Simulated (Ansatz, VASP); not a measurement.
Two plane-wave programs on Os

INCAR

```
PREC = Accurate ; ENCUT = 520
EDIFF = 1E-7 ; ISMEAR = -1
SIGMA = 0.05 ; LREAL = F
LASPH = T ; NELM = 100
ALGO = Normal ; ISIF = 2
LWAVE = F ; LCHARG = F
GGA = PE ; NBANDS = 10
```

File KPOINTS:

```
Automatic mesh
0
Gamma
  12 12 12
```

POSCAR

```
Os
1.0
    0.0000000000      1.9187129938      1.9187129938
    1.9187129938      0.0000000000      1.9187129938
    1.9187129938      1.9187129938      0.0000000000
Os
1
Direct
    0.0000000000      0.0000000000      0.0000000000
```

The input input.yaml:

```yaml
crystal:
  lattice:
    - [0.0, 1.9187129938, 1.9187129938]
    - [1.9187129938, 0.0, 1.9187129938]
    - [1.9187129938, 1.9187129938, 0.0]
  atoms:
    - { symbol: Os, position: [0.0, 0.0, 0.0] }
hamiltonian:
  xc: pbe
  pseudopotentials: { kind: paw }
kpoints:
  mp_grid: { grid: [12, 12, 12] }
scf:
  occupations: { method: fermi_dirac, width: 0.05 }
output:
  forces: true
  stress: true
  eigenvalues: true
  write_density: true
  write_potential: true
  elf: true
  volumetric_format: npy
```

Change from the starting cell: volume scaled by 0.96.

Alike in both runs: task single point; functional PBE; k mesh 12 × 12 × 12; occupations fermi-dirac, width 0.05 eV; no spin polarisation.

|  | VASP | Ansatz |
| --- | --- | --- |
| version | VASP 6.6.1 | Ansatz 0.2.0 |
| potentials or method | VASP PAW PBE potentials, release 64 (Os) | Ansatz PAW |
| plane-wave cutoff (eV) | 520 | 420 |
| valence electrons in the cell | 8 | 16 |

```csv
,VASP,Ansatz,Ansatz less VASP
gap on the k mesh at the Fermi level (eV),none,none,-
pressure (GPa),5.5,5.4,-0.03
```

A gap of «none» marks a metal or a gap that the smearing closes. The two sets of potentials don't hold the same shells in valence.

The runs have no spin-orbit coupling, so splittings on Os are missing.
